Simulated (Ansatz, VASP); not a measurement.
## Mg3Te in VASP and in Ansatz

```
Mg Te
1.0
    -2.13936    2.13936    5.28249
     2.13936   -2.13936    5.28249
     2.13936    2.13936   -5.28249
Mg Te
3 1
Cartesian
  0.0000 0.0000 5.2825
  0.0000 2.1394 2.6412
  2.1394 0.0000 2.6412
  0.0000 0.0000 0.0000
```

Alike in both runs: task single point; functional LDA; k mesh 6 × 6 × 6; occupations gaussian, width 0.1 eV; no spin polarisation.

|  | VASP | Ansatz |
| --- | --- | --- |
| version | VASP 6.6.1 | Ansatz 0.2.0 |
| potentials or method | VASP PAW LDA potentials, release 64 (Mg, Te) | scalar-relativistic, plane waves, PAW |
| plane-wave cutoff (eV) | 520 | 420 |
| valence electrons in the cell | 12 | 46 |

Ansatz gave:

```
gap on the k mesh at the Fermi level (eV)       : none
pressure (GPa)                                  : -2.3
largest component of the traceless stress (GPa) : 0.47
```

Problem. Which values does VASP return?

Solution. gap on the k mesh at the Fermi level (eV): none; pressure (GPa): -2.6; largest component of the traceless stress (GPa): 0.43.

A gap of «none» marks a metal or a gap that the smearing closes. The two sets of potentials don't hold the same shells in valence.

The runs have no spin-orbit coupling, so splittings on Te are missing.
